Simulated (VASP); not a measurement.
# GePt (Pnma) in VASP: phonons with PBE

Aim: the phonons of GePt with PBE.

All numbers are computed with VASP 6.6.1; they aren't measurements. Logs are shortened: lines on timing, memory, paths and dates and some standing lists are left out, and cuts for length are marked.

## Step 1: The crystal as given

The structure is orthorhombic, space group Pnma (No. 62). Conventional cell: a = 5.819 Å, b = 3.753 Å, c = 6.184 Å, α = 90.00°, β = 90.00°, γ = 90.00°. Ge (site symmetry m) is surrounded by 6 Pt at 2.51 to 2.70 Å. Pt (site symmetry m) is surrounded by 6 Ge at 2.51 to 2.70 Å.

The cell was built by a generator and needn't be a form met in nature.

## Step 2: Phonons, PBE

Input file POSCAR:

```
GePt
1.0
    5.8185200000      0.0000000000      0.0000000000
    0.0000000000      3.7530500000      0.0000000000
    0.0000000000      0.0000000000      6.1841100000
Ge Pt
4 4
Direct
    0.6865260000      0.2500000000      0.5881940000
    0.8134740000      0.7500000000      0.0881940000
    0.3134740000      0.7500000000      0.4118060000
    0.1865260000      0.2500000000      0.9118060000
    0.9977050000      0.2500000000      0.3074150000
    0.5022950000      0.7500000000      0.8074150000
    0.0022950000      0.7500000000      0.6925850000
    0.4977050000      0.2500000000      0.1925850000
```

Input file INCAR.step1:

```
PREC = Accurate
ENCUT = 520
EDIFF = 1E-8
ISMEAR = 0
SIGMA = 0.1
LREAL = F
LASPH = T
NELM = 80
ALGO = Fast
ISIF = 3
LWAVE = F
LCHARG = F
GGA = PE
KPAR = 4
IBRION = 2
NSW = 40
EDIFFG = -0.002
```

Input file INCAR.step2:

```
PREC = Accurate
ENCUT = 520
EDIFF = 1E-8
ISMEAR = 0
SIGMA = 0.1
LREAL = F
LASPH = T
NELM = 80
ALGO = Fast
ISIF = 2
LWAVE = F
LCHARG = F
GGA = PE
KPAR = 4
IBRION = 6
NFREE = 2
POTIM = 0.015
NSW = 1
```

Input file KPOINTS:

```
Automatic mesh
0
Gamma
  6 8 6
```

Potentials or basis: VASP PAW PBE potentials, release 64 (Ge_d, Pt).

Command:

```console
$ cat potpaw_PBE.64/Ge_d/POTCAR potpaw_PBE.64/Pt/POTCAR > POTCAR
$ cp INCAR.step1 INCAR
$ mpirun -np 4 vasp_std > vasp.out
$ cp CONTCAR POSCAR
$ cp INCAR.step2 INCAR
$ mpirun -np 4 vasp_std > vasp.out
```

OUTCAR:

```text
PREC = Accurate
   ENCUT = 520
   EDIFF = 1E-8
   ISMEAR = 0
   LREAL = F
   LASPH = T
   NELM = 80
   ISIF = 2
   GGA = PE
   IBRION = 6
   NFREE = 2
   POTIM = 0.015
   NSW = 1

 ion  position               nearest neighbor table
   1  0.687  0.250  0.588-   5 2.51   6 2.55   6 2.55   8 2.68   7 2.70   7 2.70
   2  0.813  0.750  0.088-   6 2.51   5 2.55   5 2.55   7 2.68   8 2.70   8 2.70
   3  0.313  0.750  0.412-   7 2.51   8 2.55   8 2.55   6 2.68   5 2.70   5 2.70
   4  0.187  0.250  0.912-   8 2.51   7 2.55   7 2.55   5 2.68   6 2.70   6 2.70
   5  0.997  0.250  0.307-   1 2.51   2 2.55   2 2.55   4 2.68   3 2.70   3 2.70   8 2.99   8 2.99
                             7 3.03   7 3.03
   6  0.503  0.750  0.807-   2 2.51   1 2.55   1 2.55   3 2.68   4 2.70   4 2.70   7 2.99   7 2.99
                             8 3.03   8 3.03
   7  0.003  0.750  0.693-   3 2.51   4 2.55   4 2.55   2 2.68   1 2.70   1 2.70   6 2.99   6 2.99
                             5 3.03   5 3.03
   8  0.497  0.250  0.193-   4 2.51   3 2.55   3 2.55   1 2.68   2 2.70   2 2.70   5 2.99   5 2.99
                             6 3.03   6 3.03

  LATTYP: Found a simple orthorhombic cell.
 ALAT       =     3.7532201066
 B/A-ratio  =     1.5501266606
 C/A-ratio  =     1.6478780714

  Lattice vectors:

 A1 = (   0.0000000000,  -3.7532201066,   0.0000000000)
 A2 = (   5.8179665504,   0.0000000000,   0.0000000000)
 A3 = (   0.0000000000,   0.0000000000,   6.1848491109)

Analysis of symmetry for initial positions (statically):
=====================================================================
 Subroutine PRICEL returns:
 Original cell was already a primitive cell.

 Routine SETGRP: Setting up the symmetry group for a
 simple orthorhombic supercell.

 Subroutine GETGRP returns: Found  8 space group operations
 (whereof  2 operations were pure point group operations)
 out of a pool of  8 trial point group operations.

The static configuration has the point symmetry S_2 .
 The point group associated with its full space group is D_2h.

Analysis of symmetry for dynamics (positions and initial velocities):
=====================================================================
 Subroutine PRICEL returns:
 Original cell was already a primitive cell.

 Routine SETGRP: Setting up the symmetry group for a
[... 389 lines left out ...]
  ---------------------------------------------------
  free energy    TOTEN  =       -46.17458467 eV

  energy without entropy =      -46.16068497  energy(sigma->0) =      -46.16763482

 E-fermi :   9.0671     XC(G=0): -12.2112

 val. band max:        9.0612604418   @ k =   0.5000   0.0000   0.0000
 cond. band min:       9.0681364782   @ k =   0.0000   0.0000   0.5000
 fundamental gap:      0.0068760364
 Fermi energy:         9.0670694542

 k-point     1 :       0.0000    0.0000    0.0000
  band No.  band energies     occupation
      1     -16.0269      2.00000
      2     -16.0210      2.00000
      3     -16.0190      2.00000
      4     -16.0162      2.00000
      5     -16.0074      2.00000
      6     -15.9966      2.00000
[... 1429 lines left out ...]
     56      13.2851      0.00000
     57      13.5085      0.00000

 [... further k-points ...]

------------------------ aborting loop because EDIFF is reached ----------------------------------------

  FORCE on cell =-STRESS in cart. coord.  units (eV):
  Direction    XX          YY          ZZ          XY          YZ          ZX
  --------------------------------------------------------------------------------------
  -------------------------------------------------------------------------------------
  Total       -0.0002469      0.0485383      0.0020422      0.0000000      0.0000000      0.0401856
  in kB       -0.0029288      0.5758259      0.0242278      0.0000000      0.0000000      0.4767345
  external PRESSURE =       0.1990416 kB  Pullay stress =       0.0000000 kB
[... 23 lines left out ...]
  FREE ENERGIE OF THE ION-ELECTRON SYSTEM (eV)
  ---------------------------------------------------
  free  energy   TOTEN  =       -46.1745846726 eV

  energy  without entropy=      -46.1606849744  energy(sigma->0) =      -46.16763482

 INTERNAL STRAIN TENSORS FROM DISPLACED ATOMS
 ============================================

 INTERNAL STRAIN TENSOR FOR ION    1 for displacements in x,y,z  (eV/Angst):
          X           Y           Z          XY          YZ          ZX
  --------------------------------------------------------------------------------
  x     3.52586    -1.01377     4.01604     0.00000     0.00000    -2.76382
  y    -0.00000     0.00000     0.00000    -2.68895     5.05892    -0.00000
  z    -2.69568     6.04332    -4.46974     0.00000     0.00000     0.95881

 INTERNAL STRAIN TENSOR FOR ION    8 for displacements in x,y,z  (eV/Angst):
          X           Y           Z          XY          YZ          ZX
  --------------------------------------------------------------------------------
  x    -2.80436    -1.84560    -4.00775     0.00000     0.00000    -0.43472
  y     0.00000     0.00000    -0.00000    -1.75456     1.28161     0.00000
  z     0.54624     3.70246     0.91484     0.00000     0.00000    -2.80162

 Eigenvectors and eigenvalues of the dynamical matrix
 ----------------------------------------------------

   1 f  =    7.235490 THz    45.461923 2PiTHz  241.349962 cm-1    29.923568 meV
             X         Y         Z           dx          dy          dz
      3.994723  0.938305  3.638248     0.401059   -0.000000   -0.263107
      4.732227  2.814915  0.545824     0.401059    0.000000    0.263107
      1.823244  2.814915  2.546601    -0.401059    0.000000    0.263107
      1.085740  0.938305  5.639025    -0.401059    0.000000   -0.263107
      5.803388  0.938305  1.901236    -0.140897   -0.000000    0.008625
      2.923562  2.814915  4.993661    -0.140897    0.000000   -0.008625
      0.014579  2.814915  4.283613     0.140897   -0.000000   -0.008625
      2.894404  0.938305  1.191188     0.140897   -0.000000    0.008625
[... 243 lines left out ...]
  24 f/i=    0.007949 THz     0.049943 2PiTHz    0.265138 cm-1     0.032873 meV
             X         Y         Z           dx          dy          dz
      3.994723  0.938305  3.638248    -0.259550    0.000000    0.000449
      4.732227  2.814915  0.545824    -0.259550    0.000000   -0.000449
      1.823244  2.814915  2.546601    -0.259550    0.000000    0.000449
      1.085740  0.938305  5.639025    -0.259550    0.000000   -0.000449
      5.803388  0.938305  1.901236    -0.427356    0.000000   -0.000578
      2.923562  2.814915  4.993661    -0.427356    0.000000    0.000578
      0.014579  2.814915  4.283613    -0.427356    0.000000   -0.000578
      2.894404  0.938305  1.191188    -0.427356    0.000000    0.000578

 ELASTIC MODULI CONTR FROM IONIC RELAXATION (kBar)
 Direction    XX          YY          ZZ          XY          YZ          ZX
 --------------------------------------------------------------------------------
 XX        -192.9670    -10.1795   -260.1301      0.0000      0.0000      0.0000
 YY         -10.1795   -324.2743     17.5212      0.0000     -0.0000      0.0000
 ZZ        -260.1301     17.5212   -361.5950      0.0000      0.0000      0.0000
 XY           0.0000      0.0000      0.0000    -47.0132     -0.0000      0.0000
 YZ           0.0000     -0.0000      0.0000     -0.0000   -182.0058      0.0000
 ZX           0.0000      0.0000      0.0000      0.0000      0.0000    -65.0777
 --------------------------------------------------------------------------------
```

It took 50 min on 4 MPI ranks of AMD EPYC 7R13 (Zen 3), shared host; peak memory 1.4 GiB.

Results:

```
Highest phonon frequency at Γ, LO-TO splitting left out : 241 cm⁻¹
```

Phonon frequencies in cm⁻¹ (negative: imaginary):
```
              q point                                                                           frequencies
(0.000, 0.000, 0.000)  0 0 0 39 65 70 71 72 100 106 114 120 133 135 147 166 169 176 179 182 207 220 234 241
```

Spin-orbit coupling is left out, which matters for the levels of Pt.
